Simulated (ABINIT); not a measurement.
# AlP (F-43m): G0W0 in ABINIT against the screening cutoff in the self-energy

Wanted: the cheapest screening cutoff in the self-energy that holds the gap of AlP (F-43m).

Calculated with ABINIT 10.8.3; PBE and many-body steps on it, plane waves.

The database entry behind the starting cell differs from later determinations by our own check (0.1 to 0.3 % short, probably kX units), so it need not match the best structure at ambient conditions.

### Step 1. The structure

It takes space group F-43m (No. 216, cubic). Conventional cell: a = 5.451 Å, b = 5.451 Å, c = 5.451 Å, α = 90.00°, β = 90.00°, γ = 90.00°. Nearest to Al lie 4 P at 2.36 Å. Nearest to P lie 4 Al at 2.36 Å. Farther neighbours are not listed.

The cell and positions come from the Crystallography Open Database and are kept as given unless a step says otherwise.

### Step 2. Screening, 4×4×4 mesh, 264 bands, screening to 217.7 eV

This step: ABINIT 10.8.3; RPA screening on PBE, plane waves, norm-conserving pseudopotentials.

The RPA dielectric matrix is built and inverted for each q.

Input file run.abi:

```
acell 3*1.0 Angstrom
rprim 
  -0.000000000000 2.725500000000 2.725500000000
  2.725500000000 -0.000000000000 2.725500000000
  2.725500000000 2.725500000000 -0.000000000000
ntypat 2
znucl 13 15
natom 2
typat 1 2
xred 
  0.000000000000 0.000000000000 0.000000000000
  0.250000000000 0.250000000000 0.250000000000
pp_dirpath "pseudos"
pseudos "Al.upf, P.upf"
ecut 18
ngkpt 4 4 4
nshiftk 1
shiftk 0 0 0
kptopt 1
chksymbreak 0
istwfk *1
occopt 1
irdwfk 1
optdriver 3
nband 264
ecuteps 8
inclvkb 2
awtr 1
symchi 1
indata_prefix "in"
outdata_prefix "out"
tmpdata_prefix "tmp"
```

Started as:

```console
$ OMP_NUM_THREADS=1 mpirun -n 4 abinit run.abi > log
```

Output:

```text
.Version 10.8.3 of ABINIT. v10.8.2 released Aug 2026.

 Symmetries : space group F-4 3 m (#216); Bravais cF (face-center cubic)
[... echo of the input left out ...]
== DATASET  1 ==================================================================
-   mpi_nproc: 4, omp_nthreads: 1 (-1 if OMP is not activated)

--- !DatasetInfo
iteration_state: {dtset: 1, }
dimensions: {natom: 2, nkpt: 8, mband: 264, nsppol: 1, nspinor: 1, nspden: 1, mpw: 1008, }
cutoff_energies: {ecut:  18.0, pawecutdg:  -1.0, }
electrons: {nelect:   8.00000000E+00, charge:   0.00000000E+00, occopt:   1.00000000E+00, tsmear:   1.00000000E-02, }

 SCREENING: Calculation of the susceptibility and dielectric matrices

 Based on a program developped by R.W. Godby, V. Olevano, G. Onida, and L. Reining.
 Incorporated in ABINIT by V. Olevano, G.-M. Rignanese, and M. Torrent.
.Using double precision arithmetic ; gwpc =  8

[... cell and pseudopotentials left out ...]
--------------------------------------------------------------------------------

 ==== K-mesh for the wavefunctions ====
 Number of points in the irreducible wedge :     8
[... list of points left out ...]
 Together with 24 symmetry operations and time-reversal symmetry
 yields    64 points in the full Brillouin Zone.

 ==== Q-mesh for the screening function ====
 Number of points in the irreducible wedge :     8
[... list of points left out ...]
 Together with 24 symmetry operations and time-reversal symmetry
 yields    64 points in the full Brillouin Zone.

 setmesh: FFT mesh size selected  =    24x   24x   24
          total number of points  =        13824

 vcoul_init : cutoff-mode = AUXILIARY_FUNCTION
 q-points for optical limit:   1
     1)      0.000010    0.000020    0.000030

- screening: taking advantage of time-reversal symmetry
- Maximum band index for partially occupied states nbvw = 4
- Remaining bands to be divided among processors   nbcw = 260
- Number of bands treated by each node ~65

 Number of electrons calculated from density =    8.0000; Expected =    8.0000
 average of density, n =  0.029277
 r_s =    2.0128
 omega_plasma =   16.5051 [eV]

 calculating chi0 at frequencies [eV] :
  1    0.000000E+00    0.000000E+00
  2    0.000000E+00    1.650509E+01

--------------------------------------------------------------------------------
  q-point number  1        q = ( 0.000000, 0.000000, 0.000000) [r.l.u.]
--------------------------------------------------------------------------------
[... chi0 elements left out ...]
 For q-point:  0.000010 0.000020 0.000030
  dielectric constant =  10.7009
  dielectric constant without local fields =  12.1871

  Average fulfillment of the sum rule on Im[epsilon] for q-point    1 :     94.47  [%]
[... wings left out ...]
  q-point number  2        q = ( 0.250000, 0.000000, 0.000000) [r.l.u.]
--------------------------------------------------------------------------------
[... chi0 elements left out ...]
  Average fulfillment of the sum rule on Im[epsilon] for q-point    2 :     94.81  [%]

 [... 6 further q-points ...]
```

The job ended after 25 s (4 MPI ranks of Arm Neoverse V1, shared host; peak memory 0.81 GiB; 98 s of CPU time).

Numbers from this step:

```
ε∞ with local fields, on this mesh, along the program's q direction : 10.70
the same without local fields                                       : 12.19
plasma frequency                                                    : 16.51 eV
plane waves in the screening matrix                                 : 307
```

Local fields lower ε∞ by 12 %. On a Γ-centred mesh this coarse the value itself is usually too large, while a short band sum pulls it down.

### Step 3. 0.8 Ha

This step: G0W0 on PBE, plane waves, norm-conserving pseudopotentials.

run.abi, as its differences from that of step 2:

```diff
@@ -23,8 +23,17 @@
 irdwfk 1
-optdriver 3
+optdriver 4
 nband 264
-ecuteps 8
-inclvkb 2
-awtr 1
-symchi 1
+gwcalctyp 0
+ecutsigx 18
+symsigma 1
+nkptgw 2
+kptgw 
+  0.0000000000 0.0000000000 0.0000000000
+  0.5000000000 0.5000000000 0.0000000000
+bdgw 
+  2 8
+  3 6
+ecuteps 0.8
+irdscr 1
+ppmodel 1
 indata_prefix "in"
```

Output:

```text
.Version 10.8.3 of ABINIT. v10.8.2 released Aug 2026.

 Symmetries : space group F-4 3 m (#216); Bravais cF (face-center cubic)
[... echo of the input left out ...]
== DATASET  1 ==================================================================
-   mpi_nproc: 4, omp_nthreads: 1 (-1 if OMP is not activated)

--- !DatasetInfo
iteration_state: {dtset: 1, }
dimensions: {natom: 2, nkpt: 8, mband: 264, nsppol: 1, nspinor: 1, nspden: 1, mpw: 1008, }
cutoff_energies: {ecut:  18.0, pawecutdg:  -1.0, }
electrons: {nelect:   8.00000000E+00, charge:   0.00000000E+00, occopt:   1.00000000E+00, tsmear:   1.00000000E-02, }

 SIGMA: Calculation of the GW corrections

 Based on a program developped by R.W. Godby, V. Olevano, G. Onida, and L. Reining.
 Incorporated in ABINIT by V. Olevano, G.-M. Rignanese, and M. Torrent.
.Using double precision arithmetic ; gwpc =  8

[... cell and pseudopotentials left out ...]
--------------------------------------------------------------------------------

 ==== K-mesh for the wavefunctions ====
 Number of points in the irreducible wedge :     8
[... list of points left out ...]
 Together with 24 symmetry operations and time-reversal symmetry
 yields    64 points in the full Brillouin Zone.

 ==== Q-mesh for screening function ====
 Number of points in the irreducible wedge :     8
[... list of points left out ...]
 Together with 24 symmetry operations and time-reversal symmetry
 yields    64 points in the full Brillouin Zone.

 vcoul_init : cutoff-mode = AUXILIARY_FUNCTION
 q-points for optical limit:   1
     1)      0.000010    0.000020    0.000030
 setmesh: FFT mesh size selected  =    27x   27x   27
          total number of points  =        19683

 Number of electrons calculated from density =    8.0000; Expected =    8.0000
 average of density, n =  0.029277
 r_s =    2.0128
 omega_plasma =   16.5051 [eV]

 === KS Band Gaps ===
  >>>> For spin  1
   Minimum direct gap =   3.3252 [eV], located at k-point      :   0.0000  0.0000  0.0000
   Fundamental gap    =   1.5639 [eV], Top of valence bands at :   0.0000  0.0000  0.0000
                                       Bottom of conduction at :   0.5000  0.5000  0.0000
 SIGMA fundamental parameters:
 PLASMON POLE MODEL  1
 number of plane-waves for SigmaX                  965
 number of plane-waves for SigmaC and W             15
 number of plane-waves for wavefunctions           965
 number of bands                                   264
 number of independent spin polarizations            1
 number of spinorial components                      1
 number of k-points in IBZ                           8
 number of q-points in IBZ                           8
 number of symmetry operations                      24
 number of k-points in BZ                           64
 number of q-points in BZ                           64
 number of frequencies for dSigma/dE                 9
 frequency step for dSigma/dE [eV]                0.25
 number of omega for Sigma on real axis              0
 max omega for Sigma on real axis  [eV]           0.00
 zcut for avoiding poles [eV]                     0.10

 EPSILON^-1 parameters (SCR file):
 dimension of the eps^-1 matrix on file            307
 dimension of the eps^-1 matrix used                15
 number of plane-waves for wavefunctions           965
 number of bands                                   264
 number of q-points in IBZ                           8
 number of frequencies                               2
 number of real frequencies                          1
 number of imag frequencies                          1

 matrix elements of self-energy operator (all in [eV])

 Perturbative Calculation

--- !SelfEnergy_ee
iteration_state: {dtset: 1, }
kpoint     : [   0.000,    0.000,    0.000, ]
spin       : 1
KS_gap     :    3.325
QP_gap     :    4.022
Delta_QP_KS:    0.697
data: !SigmaeeData |
     Band     E0 <VxcDFT>   SigX SigC(E0)      Z dSigC/dE  Sig(E)    E-E0       E
        2   3.875 -11.917 -14.194   2.054   0.786  -0.272 -12.093  -0.176   3.699
        3   3.875 -11.917 -14.194   2.054   0.786  -0.272 -12.093  -0.176   3.699
        4   3.875 -11.917 -14.194   2.054   0.786  -0.272 -12.093  -0.176   3.699
        5   7.200 -10.063  -5.461  -3.946   0.795  -0.258  -9.541   0.521   7.722
        6   8.440  -9.549  -4.917  -3.902   0.789  -0.268  -8.973   0.575   9.015
        7   8.440  -9.549  -4.917  -3.902   0.789  -0.268  -8.973   0.575   9.015
        8   8.440  -9.549  -4.917  -3.902   0.789  -0.268  -8.973   0.575   9.015

--- !SelfEnergy_ee
iteration_state: {dtset: 1, }
kpoint     : [   0.500,    0.500,    0.000, ]
spin       : 1
KS_gap     :    3.679
QP_gap     :    4.294
Delta_QP_KS:    0.614
data: !SigmaeeData |
     Band     E0 <VxcDFT>   SigX SigC(E0)      Z dSigC/dE  Sig(E)    E-E0       E
        3   1.760 -10.976 -14.079   2.608   0.772  -0.296 -11.358  -0.382   1.377
        4   1.760 -10.976 -14.079   2.608   0.772  -0.296 -11.358  -0.382   1.377
        5   5.439  -8.285  -4.492  -3.504   0.802  -0.248  -8.053   0.232   5.671
        6   6.343  -9.002  -4.950  -3.486   0.800  -0.250  -8.549   0.453   6.796

== END DATASET(S) ==============================================================
================================================================================

 -outvars: echo values of variables after computation  --------
           etotal      0.0000000000E+00
            nband         264
             nkpt           8
          spgroup         216
 [... the other variables as echoed above ...]

 Calculation completed.
```

Wall time 3 s (4 MPI ranks); peak memory 0.12 GiB; 11 s of CPU time.

Numbers from this step:

```yaml
g0w0_gap_on_the_points_computed: 1.972 eV
starting_gap_on_the_mesh: 1.564 eV
k_of_the_valence_top: 0, 0, 0
k_of_the_conduction_bottom: 0.5, 0.5, 0
z_at_the_valence_top: 0.786
z_at_the_conduction_bottom: 0.802
least_direct_g0w0_gap_on_the_computed_points: 4.023 eV
```

### Step 4. 1.6 Ha

run.abi, as its differences from that of step 3:

```diff
@@ -35,3 +35,3 @@
   3 6
-ecuteps 0.8
+ecuteps 1.6
 irdscr 1
```

Output:

```text
.Version 10.8.3 of ABINIT. v10.8.2 released Aug 2026.

 Symmetries : space group F-4 3 m (#216); Bravais cF (face-center cubic)
[... echo of the input left out ...]
== DATASET  1 ==================================================================
-   mpi_nproc: 4, omp_nthreads: 1 (-1 if OMP is not activated)

--- !DatasetInfo
iteration_state: {dtset: 1, }
dimensions: {natom: 2, nkpt: 8, mband: 264, nsppol: 1, nspinor: 1, nspden: 1, mpw: 1008, }
cutoff_energies: {ecut:  18.0, pawecutdg:  -1.0, }
electrons: {nelect:   8.00000000E+00, charge:   0.00000000E+00, occopt:   1.00000000E+00, tsmear:   1.00000000E-02, }

 SIGMA: Calculation of the GW corrections

 Based on a program developped by R.W. Godby, V. Olevano, G. Onida, and L. Reining.
 Incorporated in ABINIT by V. Olevano, G.-M. Rignanese, and M. Torrent.
.Using double precision arithmetic ; gwpc =  8

[... cell and pseudopotentials left out ...]
--------------------------------------------------------------------------------

 ==== K-mesh for the wavefunctions ====
 Number of points in the irreducible wedge :     8
[... list of points left out ...]
 Together with 24 symmetry operations and time-reversal symmetry
 yields    64 points in the full Brillouin Zone.

 ==== Q-mesh for screening function ====
 Number of points in the irreducible wedge :     8
[... list of points left out ...]
 Together with 24 symmetry operations and time-reversal symmetry
 yields    64 points in the full Brillouin Zone.

 vcoul_init : cutoff-mode = AUXILIARY_FUNCTION
 q-points for optical limit:   1
     1)      0.000010    0.000020    0.000030
 setmesh: FFT mesh size selected  =    27x   27x   27
          total number of points  =        19683

 Number of electrons calculated from density =    8.0000; Expected =    8.0000
[...]
number of omega for Sigma on real axis              0
 max omega for Sigma on real axis  [eV]           0.00
 zcut for avoiding poles [eV]                     0.10

 EPSILON^-1 parameters (SCR file):
 dimension of the eps^-1 matrix on file            307
 dimension of the eps^-1 matrix used                27
 number of plane-waves for wavefunctions           965
 number of bands                                   264
 number of q-points in IBZ                           8
 number of frequencies                               2
 number of real frequencies                          1
 number of imag frequencies                          1

 matrix elements of self-energy operator (all in [eV])

 Perturbative Calculation

--- !SelfEnergy_ee
iteration_state: {dtset: 1, }
kpoint     : [   0.000,    0.000,    0.000, ]
spin       : 1
KS_gap     :    3.325
QP_gap     :    4.070
Delta_QP_KS:    0.745
data: !SigmaeeData |
     Band     E0 <VxcDFT>   SigX SigC(E0)      Z dSigC/dE  Sig(E)    E-E0       E
        2   3.875 -11.917 -14.194   1.881   0.779  -0.284 -12.226  -0.309   3.566
        3   3.875 -11.917 -14.194   1.881   0.779  -0.284 -12.226  -0.309   3.566
        4   3.875 -11.917 -14.194   1.881   0.779  -0.284 -12.226  -0.309   3.566
[...]
--- !SelfEnergy_ee
iteration_state: {dtset: 1, }
kpoint     : [   0.500,    0.500,    0.000, ]
spin       : 1
KS_gap     :    3.679
QP_gap     :    4.332
Delta_QP_KS:    0.653
data: !SigmaeeData |
     Band     E0 <VxcDFT>   SigX SigC(E0)      Z dSigC/dE  Sig(E)    E-E0       E
[...]
5   5.439  -8.285  -4.492  -3.602   0.798  -0.252  -8.132   0.153   5.592
        6   6.343  -9.002  -4.950  -3.624   0.796  -0.257  -8.661   0.341   6.684

== END DATASET(S) ==============================================================
================================================================================

 -outvars: echo values of variables after computation  --------
           etotal      0.0000000000E+00
            nband         264
             nkpt           8
          spgroup         216
 [... the other variables as echoed above ...]

 Calculation completed.
```

The job ended after 3.1 s (4 MPI ranks; peak memory 0.32 GiB; 12 s of CPU time).

Numbers from this step:

| Item | Value |
| --- | --- |
| G0W0 gap on the points computed | 2.026 eV |
| starting gap on the mesh | 1.564 eV |
| k of the valence top | 0, 0, 0 |
| k of the conduction bottom | 0.5, 0.5, 0 |
| Z at the valence top | 0.779 |
| Z at the conduction bottom | 0.798 |
| least direct G0W0 gap on the computed points | 4.07 eV |

### Step 5. 2.8 Ha

The self-energy is evaluated for the states that the input lists, and the levels follow from it, in one-shot runs by the linearised quasiparticle equation.

run.abi, as its differences from that of step 4:

```diff
@@ -35,3 +35,3 @@
   3 6
-ecuteps 1.6
+ecuteps 2.8
 irdscr 1
```

Output:

```text
.Version 10.8.3 of ABINIT. v10.8.2 released Aug 2026.

 Symmetries : space group F-4 3 m (#216); Bravais cF (face-center cubic)
[... echo of the input left out ...]
== DATASET  1 ==================================================================
-   mpi_nproc: 4, omp_nthreads: 1 (-1 if OMP is not activated)

--- !DatasetInfo
iteration_state: {dtset: 1, }
dimensions: {natom: 2, nkpt: 8, mband: 264, nsppol: 1, nspinor: 1, nspden: 1, mpw: 1008, }
cutoff_energies: {ecut:  18.0, pawecutdg:  -1.0, }
[...]
Band     E0 <VxcDFT>   SigX SigC(E0)      Z dSigC/dE  Sig(E)    E-E0       E
[...]
5   5.439  -8.285  -4.492  -3.694   0.796  -0.257  -8.206   0.079   5.518
        6   6.343  -9.002  -4.950  -3.773   0.792  -0.263  -8.781   0.221   6.564

== END DATASET(S) ==============================================================
================================================================================

 -outvars: echo values of variables after computation  --------
           etotal      0.0000000000E+00
            nband         264
             nkpt           8
          spgroup         216
 [... the other variables as echoed above ...]

 Calculation completed.
```

It took 3.8 s on 4 MPI ranks; peak memory 0.53 GiB.

Numbers from this step:

- G0W0 gap on the points computed: 2.205 eV
- starting gap on the mesh: 1.564 eV
- k of the valence top: 0, 0, 0
- k of the conduction bottom: 0.5, 0.5, 0
- least direct G0W0 gap on the computed points: 4.188 eV

The gap on the mesh goes from 1.56 eV to 2.20 eV, a correction of +0.64 eV.

(Part 1 of 2 ends here.)

[Paths, hosts, dates, memory and timing lines, banners, echoed tables and standing remarks are left out of the program output.]

[Logs are printed without paths, hosts, clocks, repeated set-up lines and the standing remarks that a program may print on its own settings, such as how far it seeks lower states.]

[Runs of the session that timed out or met a known fault of the program may be left out.]

[Hosts, paths, dates, database ids (printed as entryN), source tags and the programs' standing remarks are cut or masked in the printed files.]

[G0W0 gaps are taken among the corrected bands and points alone; a level outside them can change the order at an edge.]

[Where Ansatz stands beside ABINIT at settings called matched, ABINIT's density can come from a denser mesh and the files from another edition; pairs whose starting gaps differed by over 0.03 eV were left out, so agreement reads better than it is.]
